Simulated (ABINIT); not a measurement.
# V (P-1) in ABINIT: single point with PBEsol

Aim: the single point of V with PBEsol.

Everything below comes from runs of ABINIT 10.8.3 (patched build). Logs are shortened: lines on timing, memory, paths and dates and some standing lists are left out, and cuts for length are marked. The log counts tension as positive stress, the text compression.

## 1. The cell of the first run

The typed cell holds 1 atom: a = 2.665 Å, b = 2.595 Å, c = 2.604 Å, α = 109.37°, β = 110.91°, γ = 107.92°.

## 2. Single point, PBEsol, collinear spin, ferromagnetic start (cell strained at random at fixed volume)

Input file run.abi:

```
pp_dirpath "./"
pseudos "V.upf"

acell 3*1.0
rprim
    -2.8666937441     2.8726350430     2.9811468965
     2.8321986834    -2.7931456033     2.8671605064
     2.8470273643     2.7734792235    -2.9016574568
ntypat 1
znucl 23
natom 1
typat 1
xred
     0.0102680000     0.0045550000    -0.0011910000
chkprim 0
chksymtnons 0
tolsym 1.0e-6

ecut 1142.878222 eV

kptopt 1
ngkpt 12 12 12
nshiftk 1
shiftk 0.0 0.0 0.0

ixc -116133

nband 11
occopt 3
tsmear 0.05 eV

nsppol 2
spinat
     0.0000000000     0.0000000000     2.0000000000

nstep 100
tolvrs 1.0e-10

iomode 3
prtwf 0
prtden 0
prteig 0
prtebands 0
enunit 1
```

Potentials or basis: PseudoDojo NC SR PBEsol v0.4.1 standard.

The run is started by

```bash
$ mpirun --bind-to none -np 4 abinit run.abi > log 2>&1
```

run.abo:

```text
.Version 10.8.3 of ABINIT
 Symmetries : space group P-1 (#  2); Bravais aP (primitive triclinic)
================================================================================
 Values of the parameters that define the memory need of the present run
     intxc =       0    ionmov =       0      iscf =       7    lmnmax =       6
     lnmax =       6     mgfft =      30  mpssoang =       3    mqgrid =    3001
     natom =       1  nloc_mem =       1    nspden =       2   nspinor =       1
    nsppol =       2      nsym =       2    n1xccc =    2501    ntypat =       1
    occopt =       3   xclevel =       2
       mpw =        1234          nfft =       27000          nkpt =         868
================================================================================
================================================================================

--------------------------------------------------------------------------------
------------- Echo of variables that govern the present computation ------------
--------------------------------------------------------------------------------
 -outvars: echo values of preprocessed input variables --------
            acell      1.0000000000E+00  1.0000000000E+00  1.0000000000E+00 Bohr
              amu      5.09415000E+01
          chkprim           0
      chksymtnons           0
             ecut      4.20000000E+01 Hartree
           enunit           1
                       outvar_i_n : Printing only first  50 k-points.
              ixc     -116133
                       outvar_i_n : Printing only first  50 k-points.
         kptrlatt       12    0    0      0   12    0      0    0   12
          kptrlen      5.88411543E+01
            natom           1
            nband          11
            ngfft          30      30      30
             nkpt         868
           nspden           2
           nsppol           2
            nstep         100
             nsym           2
           ntypat           1
                       prtocc : prtvol=0, do not print more k-points.
                       1.000000  1.000000  1.000000  1.000000  1.000000  1.000000
                       1.000000  0.000000  0.000000  0.000000  0.000000
                       1.000000  1.000000  1.000000  1.000000  1.000000  1.000000
                       1.000000  0.000000  0.000000  0.000000  0.000000
                       1.000000  1.000000  1.000000  1.000000  1.000000  1.000000
                       1.000000  0.000000  0.000000  0.000000  0.000000
                       1.000000  1.000000  1.000000  1.000000  1.000000  1.000000
                       1.000000  0.000000  0.000000  0.000000  0.000000
                       1.000000  1.000000  1.000000  1.000000  1.000000  1.000000
                       1.000000  0.000000  0.000000  0.000000  0.000000
                       1.000000  1.000000  1.000000  1.000000  1.000000  1.000000
                       1.000000  0.000000  0.000000  0.000000  0.000000
                       1.000000  1.000000  1.000000  1.000000  1.000000  1.000000
                       1.000000  0.000000  0.000000  0.000000  0.000000
                       1.000000  1.000000  1.000000  1.000000  1.000000  1.000000
                       1.000000  0.000000  0.000000  0.000000  0.000000
                       1.000000  1.000000  1.000000  1.000000  1.000000  1.000000
[... 68 lines left out ...]
                       1.000000  0.000000  0.000000  0.000000  0.000000
                       1.000000  1.000000  1.000000  1.000000  1.000000  1.000000
                       1.000000  0.000000  0.000000  0.000000  0.000000
                       1.000000  1.000000  1.000000  1.000000  1.000000  1.000000
                       1.000000  0.000000  0.000000  0.000000  0.000000
                       1.000000  1.000000  1.000000  1.000000  1.000000  1.000000
                       1.000000  0.000000  0.000000  0.000000  0.000000
                       1.000000  1.000000  1.000000  1.000000  1.000000  1.000000
                       1.000000  0.000000  0.000000  0.000000  0.000000
                       1.000000  1.000000  1.000000  1.000000  1.000000  1.000000
                       1.000000  0.000000  0.000000  0.000000  0.000000
                       1.000000  1.000000  1.000000  1.000000  1.000000  1.000000
                       1.000000  0.000000  0.000000  0.000000  0.000000
                       1.000000  1.000000  1.000000  1.000000  1.000000  1.000000
                       1.000000  0.000000  0.000000  0.000000  0.000000
                       prtocc : prtvol=0, do not print more k-points.
           occopt           3
           prtden           0
        prtebands           0
           prteig           0
            prtwf           0
            rprim     -2.8666937441E+00  2.8726350430E+00  2.9811468965E+00
                       2.8321986834E+00 -2.7931456033E+00  2.8671605064E+00
                       2.8470273643E+00  2.7734792235E+00 -2.9016574568E+00
          spgroup           2
           spinat      0.0000000000E+00  0.0000000000E+00  2.0000000000E+00
           tolsym      1.00000000E-06
           tolvrs      1.00000000E-10
           tsmear      1.83746611E-03 Hartree
            typat      1
                       outvars : Printing only first  50 k-points.
           xangst     -1.0544044282E-02  7.1281359021E-03  2.4938114484E-02
            xcart     -1.9925355952E-02  1.3470224643E-02  4.7126206471E-02
             xred      1.0268000000E-02  4.5550000000E-03 -1.1910000000E-03
            znucl       23.00000

================================================================================

 chkinp: Checking input parameters for consistency.

================================================================================
== DATASET  1 ==================================================================

--- !DatasetInfo
iteration_state: {dtset: 1, }
dimensions: {natom: 1, nkpt: 868, mband: 11, nsppol: 2, nspinor: 1, nspden: 2, mpw: 1234, }
cutoff_energies: {ecut:  42.0, pawecutdg:  -1.0, }
electrons: {nelect:   1.30000000E+01, charge:   0.00000000E+00, occopt:   3.00000000E+00, tsmear:   1.83746611E-03, }
[... 20 lines left out ...]

================================================================================

--- !BeginCycle
iteration_state: {dtset: 1, }
solver: {iscf: 7, nstep: 100, nline: 4, wfoptalg: 0, }
tolerances: {tolvrs: 1.00E-10, }
...

     iter   Etot(hartree)      deltaE(h)  residm     vres2   difmagsph maxmagsph
 ETOT  1  -73.662856229104    -7.366E+01 3.656E-01 1.556E+02 6.225E-01 6.225E-01
 ETOT  2  -73.693969514209    -3.111E-02 2.696E-01 1.844E+02 1.636E-01 4.589E-01
 ETOT  3  -73.720786898702    -2.682E-02 1.734E-02 2.974E-01 4.871E-02 4.102E-01
 ETOT  4  -73.721201753253    -4.149E-04 1.232E-02 1.086E-01 1.048E-01 3.054E-01
 ETOT  5  -73.721336418833    -1.347E-04 4.214E-03 5.511E-02 6.374E-02 2.417E-01
 ETOT  6  -73.721441628123    -1.052E-04 8.803E-03 1.595E-02 9.256E-02 1.491E-01
 ETOT  7  -73.721476507956    -3.488E-05 5.043E-03 4.541E-03 6.965E-02 7.945E-02
 ETOT  8  -73.721484942251    -8.434E-06 4.148E-03 1.263E-03 3.527E-02 4.418E-02
 ETOT  9  -73.721487732237    -2.790E-06 1.776E-03 3.197E-04 2.364E-02 2.054E-02
 ETOT 10  -73.721488489219    -7.570E-07 1.495E-03 3.873E-05 1.772E-02 2.821E-03
 ETOT 11  -73.721488510007    -2.079E-08 9.941E-04 9.912E-06 3.395E-03 5.744E-04
 ETOT 12  -73.721488512067    -2.061E-09 1.054E-03 6.848E-07 6.470E-05 6.391E-04
 ETOT 13  -73.721488512757    -6.897E-10 8.164E-04 1.042E-07 3.499E-04 2.892E-04
 ETOT 14  -73.721488512914    -1.569E-10 8.049E-04 3.176E-09 3.076E-04 1.847E-05
 ETOT 15  -73.721488512914     1.990E-13 7.680E-04 7.029E-10 1.083E-05 2.930E-05
 ETOT 16  -73.721488512915    -8.100E-13 6.747E-04 1.096E-10 9.390E-06 1.991E-05
 ETOT 17  -73.721488512915    -5.116E-13 5.724E-04 2.777E-11 9.391E-06 1.052E-05

 At SCF step   17       vres2   =  2.78E-11 < tolvrs=  1.00E-10 =>converged.

 Cartesian components of stress tensor (hartree/bohr^3)
  sigma(1 1)=  3.79606129E-04  sigma(3 2)=  1.31248119E-05
  sigma(2 2)=  3.64307846E-04  sigma(3 1)= -1.06968394E-05
  sigma(3 3)=  4.73483403E-04  sigma(2 1)= -9.71411704E-07

--- !ResultsGS
iteration_state: {dtset: 1, }
comment   : Summary of ground state results
lattice_vectors:
- [ -2.8666937,   2.8726350,   2.9811469, ]
- [  2.8321987,  -2.7931456,   2.8671605, ]
- [  2.8470274,   2.7734792,  -2.9016575, ]
lattice_lengths: [   5.03559,    4.90343,    4.92111, ]
lattice_angles: [109.369, 110.911, 107.915, ] # degrees, (23, 13, 12)
lattice_volume:   9.3742245E+01
convergence: {deltae: -5.116E-13, res2:  2.777E-11, residm:  5.724E-04, diffor: null, }
etotal    :  -7.37214885E+01
entropy   :   0.00000000E+00
fermie    :   4.37668622E-01
cartesian_stress_tensor: # hartree/bohr^3
- [  3.79606129E-04,  -9.71411704E-07,  -1.06968394E-05, ]
- [ -9.71411704E-07,   3.64307846E-04,   1.31248119E-05, ]
- [ -1.06968394E-05,   1.31248119E-05,   4.73483403E-04, ]
pressure_GPa:  -1.1939E+01
xred      :
- [  1.0268E-02,   4.5550E-03,  -1.1910E-03,  V]
cartesian_forces: # hartree/bohr
- [ -0.00000000E+00,  -0.00000000E+00,  -0.00000000E+00, ]
force_length_stats: {min:   0.00000000E+00, max:   0.00000000E+00, mean:   0.00000000E+00, }
...

 Integrated electronic and magnetization densities in atomic spheres:
 ------------------------------------------------------------------------------------------------------------
 Radius=ratsph(iatom), smearing ratsm=  0.0000. Diff(up-dn)=approximate z local magnetic moment.
    Atom    Radius    up_density   dn_density  Total(up+dn)  Diff(up-dn)
    1  V   2.00000     5.330987     5.330977     10.661964     0.000011
 ------------------------------------------------------------------------------------------------------------
  Sum:                 5.330987     5.330977     10.661964     0.000011
 Total magnetization (from the atomic spheres):                0.000011
 Total magnetization (exact up - dn):                          0.000015

================================================================================

 ----iterations are completed or convergence reached----

 Mean square residual over all n,k,spin=   17.225E-08; max=  57.236E-05
 reduced coordinates (array xred) for    1 atoms
       0.010268000000      0.004555000000     -0.001191000000
 rms dE/dt=  0.0000E+00; max dE/dt=  0.0000E+00; dE/dt below (all hartree)
    1       0.000000000000      0.000000000000      0.000000000000

 cartesian coordinates (angstrom) at end:
    1     -0.01054404428199     0.00712813590214     0.02493811448382

 cartesian forces (hartree/bohr) at end:
    1     -0.00000000000000    -0.00000000000000    -0.00000000000000
 frms,max,avg= 0.0000000E+00 0.0000000E+00   0.000E+00  0.000E+00  0.000E+00 h/b

 cartesian forces (eV/Angstrom) at end:
    1     -0.00000000000000    -0.00000000000000    -0.00000000000000
 frms,max,avg= 0.0000000E+00 0.0000000E+00   0.000E+00  0.000E+00  0.000E+00 e/A
 length scales=  1.000000000000  1.000000000000  1.000000000000 bohr
              =  0.529177210544  0.529177210544  0.529177210544 angstroms
 Fermi (or HOMO) energy (eV) =  11.90957   Average Vxc (eV)= -12.97335
 Eigenvalues (   eV  ) for nkpt= 868  k points, SPIN UP:
 kpt#   1, nband= 11, wtk=  0.00058, kpt=  0.0000  0.0000  0.0000 (reduced coord)
 -51.61067  -25.09466  -25.05386  -25.02445    5.35412   12.15491   12.23910   12.56606
  14.11874   14.38937   31.64958
 prteigrs : prtvol=0 or 1, do not print more k-points.

 Eigenvalues (   eV  ) for nkpt= 868  k points, SPIN DOWN:
 kpt#   1, nband= 11, wtk=  0.00058, kpt=  0.0000  0.0000  0.0000 (reduced coord)
 -51.61066  -25.09465  -25.05385  -25.02444    5.35413   12.15493   12.23912   12.56608
  14.11875   14.38938   31.64959
 prteigrs : prtvol=0 or 1, do not print more k-points.

--- !EnergyTerms
iteration_state     : {dtset: 1, }
comment             : Components of total free energy in Hartree
kinetic             :  3.03209210151304E+01
hartree             :  1.45986265108625E+01
xc                  : -1.13224511061189E+01
Ewald energy        : -5.37231484851081E+01
psp_core            :  1.92731479233023E+00
local_psp           : -5.60392043139144E+01
non_local_psp       :  5.17117565918599E-01
internal            : -7.37208240208997E+01
'-kT*entropy'       : -6.64492015478361E-04
total_energy        : -7.37214885129152E+01
total_energy_eV     : -2.00606389855359E+03
band_energy         : -7.48594748306729E+00
...

 Cartesian components of stress tensor (hartree/bohr^3)
  sigma(1 1)=  3.79606129E-04  sigma(3 2)=  1.31248119E-05
  sigma(2 2)=  3.64307846E-04  sigma(3 1)= -1.06968394E-05
  sigma(3 3)=  4.73483403E-04  sigma(2 1)= -9.71411704E-07

-Cartesian components of stress tensor (GPa)         [Pressure= -1.1939E+01 GPa]
- sigma(1 1)=  1.11683979E+01  sigma(3 2)=  3.86145299E-01
- sigma(2 2)=  1.07183069E+01  sigma(3 1)= -3.14711880E-01
- sigma(3 3)=  1.39303626E+01  sigma(2 1)= -2.85799191E-02

== END DATASET(S) ==============================================================
================================================================================

 -outvars: echo values of variables after computation  --------
            acell      1.0000000000E+00  1.0000000000E+00  1.0000000000E+00 Bohr
           etotal     -7.3721488513E+01
            fcart     -0.0000000000E+00 -0.0000000000E+00 -0.0000000000E+00
            rprim     -2.8666937441E+00  2.8726350430E+00  2.9811468965E+00
                       2.8321986834E+00 -2.7931456033E+00  2.8671605064E+00
                       2.8470273643E+00  2.7734792235E+00 -2.9016574568E+00
           strten      3.7960612914E-04  3.6430784607E-04  4.7348340262E-04
                       1.3124811934E-05 -1.0696839382E-05 -9.7141170444E-07
           xangst     -1.0544044282E-02  7.1281359021E-03  2.4938114484E-02
             xred      1.0268000000E-02  4.5550000000E-03 -1.1910000000E-03
 Calculation completed.
```

It took 3.2 min on 4 MPI ranks of Arm Neoverse V2, shared host; peak memory 0.6 GiB.

What came out:

```yaml
Free_energy: -2006.0639 eV
Pressure: -11.9 GPa
Band_gap_on_the_k_mesh: none (metal or under the smearing width)
Net_moment: 0.00 μB per cell
Valence_electrons_inside_the_program's_atomic_spheres: V 10.66 (radii [1.0584] Å)
```

Stress tensor (GPa, compression positive):
```
-11.17   0.03   0.31
  0.03 -10.72  -0.39
  0.31  -0.39 -13.93
```

Levels at points of the mesh, in eV from the Fermi level:
Spin up:
| k point | band 4 | band 5 | band 6 | band 7 | band 8 | band 9 | band 10 | band 11 |
| --- | --- | --- | --- | --- | --- | --- | --- | --- |
| (0.00, 0.00, 0.00) | -36.93 | -6.56 | 0.25 | 0.33 | 0.66 | 2.21 | 2.48 | 19.74 |
| (0.50, 0.00, 0.00) | -36.94 | -3.10 | -1.05 | 1.23 | 2.31 | 2.80 | 3.90 | 9.48 |
| (0.00, 0.50, 0.00) | -36.97 | -3.09 | -0.93 | 1.51 | 2.15 | 2.63 | 4.02 | 9.79 |
| (0.50, 0.50, 0.00) | -36.98 | -3.11 | -1.28 | 1.63 | 2.54 | 2.79 | 4.00 | 9.92 |
| (0.00, 0.00, 0.50) | -36.99 | -3.11 | -1.26 | 1.75 | 2.51 | 2.75 | 4.05 | 10.05 |
| (0.50, 0.00, 0.50) | -36.95 | -3.09 | -0.97 | 1.31 | 2.23 | 2.71 | 3.94 | 9.58 |
| (0.00, 0.50, 0.50) | -36.99 | -3.09 | -0.96 | 1.70 | 2.13 | 2.61 | 4.08 | 9.99 |
| (0.50, 0.50, 0.50) | -37.50 | -2.93 | -2.84 | 3.44 | 3.66 | 3.76 | 9.19 | 10.13 |
Spin down:
| k point | band 4 | band 5 | band 6 | band 7 | band 8 | band 9 | band 10 | band 11 |
| --- | --- | --- | --- | --- | --- | --- | --- | --- |
| (0.00, 0.00, 0.00) | -36.93 | -6.56 | 0.25 | 0.33 | 0.66 | 2.21 | 2.48 | 19.74 |
| (0.50, 0.00, 0.00) | -36.94 | -3.10 | -1.05 | 1.23 | 2.31 | 2.80 | 3.90 | 9.48 |
| (0.00, 0.50, 0.00) | -36.97 | -3.09 | -0.93 | 1.51 | 2.15 | 2.63 | 4.02 | 9.79 |
| (0.50, 0.50, 0.00) | -36.98 | -3.11 | -1.28 | 1.63 | 2.54 | 2.79 | 4.00 | 9.92 |
| (0.00, 0.00, 0.50) | -36.99 | -3.11 | -1.26 | 1.75 | 2.51 | 2.75 | 4.05 | 10.05 |
| (0.50, 0.00, 0.50) | -36.95 | -3.09 | -0.97 | 1.31 | 2.23 | 2.71 | 3.94 | 9.58 |
| (0.00, 0.50, 0.50) | -36.99 | -3.09 | -0.96 | 1.70 | 2.13 | 2.61 | 4.08 | 9.99 |
| (0.50, 0.50, 0.50) | -37.50 | -2.93 | -2.84 | 3.44 | 3.66 | 3.76 | 9.19 | 10.13 |
